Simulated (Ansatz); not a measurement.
Below is the output of a Python script on Ansatz 0.2.0, Python API that makes a calculation of the elastic constants of MgSe, space group Fm-3m. Write a script that gives it. Use (first run): PBE, PAW, cutoff 550 eV, 7×7×7 k-points, fixed occupations.

```
Mg Se
1.0
     0.00000    2.72550    2.72550
     2.72550    0.00000    2.72550
     2.72550    2.72550    0.00000
Mg Se
1 1
Direct
  0.00000 0.00000 0.00000
  0.50000 0.50000 0.50000
```

`python elastic.py` gives:
```text
relaxed volume 41.799 A^3
C_ij (GPa), Voigt order xx yy zz yz xz xy
   113.8     33.9     33.9     -0.0     -0.0     -0.0
    33.9    113.8     33.9     -0.0     -0.0     -0.0
    33.9     33.9    113.8     -0.0     -0.0     -0.0
     0.0      0.0     -0.0     42.4      0.0     -0.0
     0.0      0.0     -0.0     -0.0     42.4     -0.0
     0.0      0.0      0.0     -0.0      0.0     42.4
smallest eigenvalue of C: 42.4 GPa; stable: True
k_voigt_gpa       60.566
k_reuss_gpa       60.566
k_hill_gpa        60.566
g_voigt_gpa       41.428
g_reuss_gpa       41.391
g_hill_gpa        41.410
youngs_gpa       101.171
poisson            0.222
```

One script that gives this output:

`elastic.py`:
```python
# -*- coding: utf-8 -*-
"""Elastic constants of MgSe."""

from dataclasses import replace

import ansatz as az
import numpy as np

FILLING = "Fixed"
XC = "pbe"
CUTOFF = 550
MESH = (7, 7, 7)

lattice = az.Lattice.of(
    (0.0, 2.7255, 2.7255),
    (2.7255, 0.0, 2.7255),
    (2.7255, 2.7255, 0.0),
)
sites = [
    ("Mg", (0.0, 0.0, 0.0)),
    ("Se", (0.5, 0.5, 0.5)),
]
xtal = az.Crystal(lattice=lattice)
for symbol, position in sites:
    xtal = xtal.atom(symbol, position)

job = (
    xtal.calculation()
    .occupations(FILLING)
    .functional(XC)
    .basis(CUTOFF)
    .kpoints(*MESH)
)
# first bring the cell to zero stress
rest = job.relax(cell=True).run().lattice
relaxed = az.Crystal(lattice=az.Lattice.of(rest.cell_ang))
for site in rest.sites:
    relaxed = relaxed.atom(site.symbol, site.position_frac)
job = replace(job, crystal=relaxed)
print("relaxed volume {:.3f} A^3".format(abs(np.linalg.det(rest.cell_ang))))
outcome = job.elastic(az.ElasticMode.RELAXED_ION).run()
elastic = outcome.elastic

print("C_ij (GPa), Voigt order xx yy zz yz xz xy")
for row in elastic.c_gpa:
    print(" ".join(f"{value:8.1f}" for value in row))
print("smallest eigenvalue of C:", round(elastic.stability.min_eigenvalue_gpa, 1), "GPa; stable:", elastic.stability.stable)
# averaged moduli need a positive definite tensor
if elastic.stability.min_eigenvalue_gpa > 0:
    for name, value in elastic.moduli.to_plain().items():
        print(f"{name:14s} {value:9.3f}")
```

A positive definite tensor excludes instabilities under uniform strain alone; phonons elsewhere in the zone can still be imaginary. Of the deposited cell: the entry's cell lengths or inner coordinates differ somewhat from later room-temperature determinations. The structure is a deposited one; some such entries were measured under pressure or heat, so a shift against it needn't be the functional's error alone. The constants belong to the cell that was strained; where it wasn't relaxed first it may be under stress. The whole script took 32 s on 1 thread of Intel(R) Xeon(R) Platinum 8259CL CPU @ 2.50GHz (Skylake/Cascade Lake), with other jobs on the host, peak memory 0.48 GiB.

(A comment or docstring line of the script was reworded after the run, the code is as it ran; lines on the test bed's own set-up are left out of the output.)
